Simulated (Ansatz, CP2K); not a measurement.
The bulk modulus of As, sorted by core time

Symmetry: Pm-3m, No. 221, cubic system. The conventional cell has a = 2.704 Å, b = 2.704 Å, c = 2.704 Å, α = 90.00°, β = 90.00°, γ = 90.00°. Around As (site symmetry m-3m) lie 6 As at 2.70 Å.

This isn't the form of As at room conditions, which is rhombohedral.

```tsv
rung	level	program and potentials	cutoff (eV)	k mesh	smearing	core time	chip	bulk modulus (GPa)	notes
LDA	LDA	Ansatz, Ansatz PAW	420	10 × 10 × 10	fermi-dirac 0.05	18 s	Intel Xeon Skylake/Cascade Lake	94.5	potentials made for PBE, which Ansatz adapts in part
GGA	PBEsol	Ansatz, Ansatz PAW	420	10 × 10 × 10	fermi-dirac 0.05	19 s	Intel Xeon Skylake/Cascade Lake	91.0	potentials made for PBE, which Ansatz adapts in part
meta-GGA	r2SCAN	Ansatz, Ansatz PAW	500	10 × 10 × 10	fermi-dirac 0.05	32 s	Intel Xeon Skylake/Cascade Lake	89.8	potentials made for PBE, which Ansatz adapts in part
LDA	LDA	CP2K, GTH_POTENTIALS As GTH-PADE-q5; TZVP-MOLOPT-PBE-GTH basis	-	10 × 10 × 10	fermi-dirac 0.05	41 s	Arm Neoverse V2	93.0	atomic basis
```

Times are single runs on shared hosts and different chips, so they are rough; meshes, cutoffs and the tasks' sizes weigh on the time. Task: equation of state. All rows: no spin polarisation. Smearing widths are in eV. For a metal such meshes aren't converged. Meshes are those of the run's cell of 1 atom unless a note names another. Runs on faulty files, with rough fits or with known faults for this quantity aren't shown. PBE isn't shown for this crystal. No row holds spin-orbit coupling.

By rung: LDA 94.5; GGA 91.0; meta-GGA 89.8; LDA in atomic bases 93.0 (GPa).
